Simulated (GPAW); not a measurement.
Crystal: TiO2.

```
Ti O
1.0
     4.59984    0.00000    0.00000
     0.00000    4.59984    0.00000
     0.00000    0.00000    2.95921
Ti O
2 4
Direct
  0.00000 0.00000 0.50000
  0.50000 0.50000 0.00000
  0.30432 0.30432 0.50000
  0.19568 0.80432 0.00000
  0.80432 0.19568 0.00000
  0.69568 0.69568 0.50000
```

The cell is a database's computed one.

Base run:

* Program: GPAW 26.7.0
* Functional: OLYP
* Potentials or basis: PAW data sets generated in the run's folder for this functional
* Cutoff: 800 eV
* Basis: pw
* k mesh: 4 × 4 × 6
* Occupations: fermi-dirac, width 0.05 eV
* Spin: no spin polarisation

Its results: band gap on the k mesh 1.90 eV, direct; pressure 7.1 GPa; largest force 0.059 eV/Å.

Q: After a change of settings the same cell gave: band gap on the k mesh 1.83 eV, direct; pressure -1.8 GPa; largest force 0.033 eV/Å. Which change was it?
A. functional from OLYP to PBE; band points from 60 to 100
B. functional from OLYP to PW91
C. functional from OLYP to PBE; potentials or basis from PAW data sets generated in the run's folder for this functional to SG15 ONCV 1.2; cutoff from 800 eV to 1100 eV
D. functional from OLYP to SOGGA

A: D.

SOGGA binds more tightly than OLYP, so the same cell stands under less pressure.

Not every run made on this cell is shown here.
